DFTK 0.8.2, plane-wave LDA without spin polarisation or spin–orbit coupling, for GaAs in a fixed two-atom cell, with dojo.nc.sr.lda.v0_4_1.standard pseudopotentials. All rows use a 4×4×4 k mesh, Gaussian smearing of 0.02 eV and an SCF tolerance of 1e-6. The sweep value is the plane-wave cutoff in eV; energies are free energies, counted from the highest cutoff.

```tsv
sweep value	energy less tightest (meV/atom)	pressure (GPa)	gap (eV)	largest force (eV/Å)	scf iterations
380.959	194980.7	-2531.2	0.000	0.000	11
489.805	81960.8	-1699.0	0.000	0.000	9
598.65	27455.9	-875.9	0.000	0.000	12
761.919	3066.9	-177.1	0.223	0.000	9
925.187	131.8	-15.2	0.259	0.000	11
1088.45	1.4	-1.9	0.260	0.000	11
1306.15	0.4	-1.8	0.260	0.000	11
1578.26	0.0	-1.8	0.260	0.000	12
```

## Sizes worth remembering

The sweep value is the plane-wave cutoff in eV: the highest kinetic energy of a wave allowed in the basis. At the lowest cutoff the energy is about 200 eV per atom too high, and the pressure is about −2500 GPa. A negative pressure means that the cell pulls inward and would shrink if released. The bulk modulus of GaAs is only about 75 GPa (a rough value), and no crystal can bear a tension many times its own stiffness.

The more dangerous failure is the moderate one. At 925.187 eV the energy is off by 0.13 eV per atom relative to the tightest row, and the pressure reads −15 GPa, a number that no longer looks absurd at first sight. Most of it is an error of the basis. In this region, each meV per atom of unconverged energy brings roughly a tenth of a GPa of false tension.

## Signals that stay silent

The largest force is zero in every row, good or bad. Each atom sits at the centre of a regular tetrahedron of neighbours, so symmetry cancels the force whatever the basis. The scf iterations stay between 9 and 12, and the second-worst basis needs as few as any. Self-consistency means that the equations have been solved within the given basis, not that the basis is adequate.

The gap gives only a partial warning. It is zero in the first three rows, which would make GaAs a metal. At 761.919 eV it has opened to 0.223 eV, within 0.04 eV of its final value, while the energy is still 3 eV per atom too high. A reader who watched the gap alone might accept a calculation whose pressure is wrong by about 175 GPa.

## Why a poor basis looks like tension

Take a crystal described by a fixed set of plane waves and squeeze it slightly. Every wave is shortened along with the cell, so the same set now resolves finer detail. If the basis was too coarse, the energy drops for this reason alone. A stress calculated with the set held fixed counts that drop as a gain from squeezing, and reports a crystal that wants to shrink. This false contribution is known as Pulay stress.

Its size follows in three steps. Let E be the cutoff, V the volume per atom, U the energy per atom and N the number of plane waves.

1. The number of waves below a cutoff grows as N ∝ V E^(3/2).
2. If N is held fixed while V changes, the effective cutoff must change as E ∝ V^(−2/3), so dE/dV = −(2/3) E/V.
3. Pressure is −dU/dV. The moving cutoff therefore adds

P(false) = (2/3) (E/V) (dU/dE).

Two limits show what this means. In a complete basis the energy no longer depends on the cutoff, dU/dE is zero, and the false pressure vanishes. In a very poor basis dU/dE is large and negative, and the pressure reports hardly anything but the basis. Since E/V multiplies the slope, a high cutoff does not protect the pressure unless the energy curve has also become flat.

## One estimate in full

Take the row at 925.187 eV, where V is 22.59 Å³ per atom. The slope can be read from the energies of the neighbouring rows. Because the energy error changes by orders of magnitude from row to row, its logarithm is the better quantity to interpolate.

- Between 761.919 and 1088.45 eV the energy error falls from 3066.9 to 1.4 meV per atom. The natural logarithm of that ratio is 7.7, spread over 327 eV, which gives 0.0236 per eV.
- The error at the row itself is 0.1318 eV, so dU/dE = −0.1318 × 0.0236 = −0.0031.
- The false pressure is (2/3) × (925/22.59) × (−0.0031) ≈ −0.085 eV/Å³. One eV/Å³ is about 160 GPa, so this is close to −13.6 GPa.

The calculated pressure differs from that of the tightest row by −15.2 + 1.8 = −13.4 GPa. The estimate used energies and the volume, but no pressure.

## How far the estimate can be trusted

The same formula, with no adjustable constant, was applied to the four rows from 489.805 to 925.187 eV. It reproduces their pressure differences from the tightest row to about 3 %, while these differences shrink more than a hundredfold. That is strong support for Pulay stress as the main cause. The printed output after this text gives the comparison row by row.

The close agreement should not be read as the accuracy of the method. At 925.187 eV, a slope taken from only the lower or only the upper neighbour gives −11 or −16 GPa. The estimate is therefore good for recognising the fault and its size, but not for correcting a pressure to a tenth of a GPa. From 1088.45 eV upward it loses its footing, because the remaining energy error is about 1 meV per atom or less and depends on which row is taken as zero.

## Why GaAs asks for so many waves

Both atoms carry a filled 3d shell that is treated here along with the outer electrons. These shells are compact, a few tenths of an ångström in size, and only short waves can build them. At the lowest cutoff the shortest half wave is about 0.3 Å, too coarse for the task. The table has no run with the 3d shells left out, so their role rests on this argument.

The approach to convergence fits such a picture. In the lowest interval, 100 eV of extra cutoff reduces the energy error by a factor of about 2; between 925.187 and 1088.45 eV the factor is about 16. A smooth orbital has ever less weight in ever shorter waves, so once its main features are resolved, the rest follows quickly. The practical consequence is a steep edge: a cutoff slightly too low costs far more accuracy than the same step higher up would gain.

The argument also suggests what happens in related crystals. An error in a compact shell belongs to the atom much more than to its bonds. It should therefore largely cancel when energies of two structures with the same atoms are compared at the same cutoff. The false pressure does not cancel in this way, because it comes from the slope of the error and not from a difference between two structures.

## Why the gap settles first

The gap is a difference between two levels, and in GaAs both band edges are made mainly of outer s and p orbitals. These are broad and need few short waves. A large error in the 3d shells can therefore remain in the total energy while the gap hardly notices. At 925.187 eV the gap is within about 1 meV of its final value, although the energy still misses by 132 meV per atom.

The zero gaps in the first three rows show that this tolerance has limits. The final gap is only about a quarter of an eV, so a small shift of one band edge against the other is enough to close it. Which levels move cannot be read from the table, since it holds only the gap and not the individual levels.

## What follows for relaxing a cell

A relaxation that follows the stress at 925.187 eV would shrink the lattice constant by a few percent, mostly for no physical reason. At 1088.45 eV the pressure is only a little more than 0.1 GPa from its final value, and the danger has largely passed. If a lower cutoff must be used, it is safer to calculate the energy at several volumes with the cutoff held fixed and to find the minimum of that curve. Most of the false term then drops out, because the number of waves is free to change with the volume. The waves enter in groups, however, which can make the curve uneven when the basis is poor, so a smooth fit through many volumes is better than the lowest single point.

The last −1.8 GPa is of another kind, for it no longer responds to the cutoff. Local density functionals usually prefer a cell slightly smaller than the real one, and the cell used here is close to the measured size. With the rough bulk modulus above, releasing this tension would shorten the lattice constant by about 0.8 %, a typical error for such a functional. Part of it may come from the mesh of k points, which was the same in every row.

## The failure that no cutoff repairs

The gap converges to 0.260 eV, whereas the measured gap of GaAs is roughly 1.5 eV. Spin–orbit coupling, left out here, would narrow the calculated gap further, and a mesh of k points that missed a band edge could only make the gap look too wide, so the shortfall lies mainly with the functional: local density functionals are known to place the empty levels too close to the filled ones. The steady last digits show that the cutoff is high enough. They cannot show whether the mesh of k points is fine enough, or whether the model suits the property.

Printed output of the fit:

```
Differences from the tightest row:
      row  energy (eV/atom)  pressure (GPa)  gap (meV)
  380.959               195           -2529       -260
  489.805             81.96           -1697       -260
   598.65             27.46          -874.1       -260
  761.919             3.067          -175.3        -37
  925.187            0.1318           -13.4         -1
  1088.45            0.0014            -0.1          0
  1306.15            0.0004               0          0
  1578.26                 0               0          0
Pulay pressure from the energy slope at 489.805 eV (GPa): -1709
Pulay pressure from the energy slope at 598.65 eV (GPa): -885.9
Pulay pressure from the energy slope at 761.919 eV (GPa): -180.7
Pulay pressure from the energy slope at 925.187 eV (GPa): -13.58
Estimate over computed pressure difference at 489.805 eV (ratio): 1.007
Estimate over computed pressure difference at 598.65 eV (ratio): 1.013
Estimate over computed pressure difference at 761.919 eV (ratio): 1.031
Estimate over computed pressure difference at 925.187 eV (ratio): 1.014
Estimate at 925.187 eV with the slope from the lower neighbour only (GPa): -11.11
Estimate at 925.187 eV with the slope from the upper neighbour only (GPa): -16.05
Fall of energy excess per 100 eV of cutoff from 380.959 to 489.805 eV (factor): 2.217
Fall of energy excess per 100 eV of cutoff from 598.65 to 761.919 eV (factor): 3.829
Fall of energy excess per 100 eV of cutoff from 925.187 to 1088.45 eV (factor): 16.18
Growth of the number of plane waves from first to last row (factor): 8.324
Growth expected from cutoff to the power 3/2 (factor): 8.432
Rough change of lattice constant that would relieve the last pressure (percent): -0.8
```
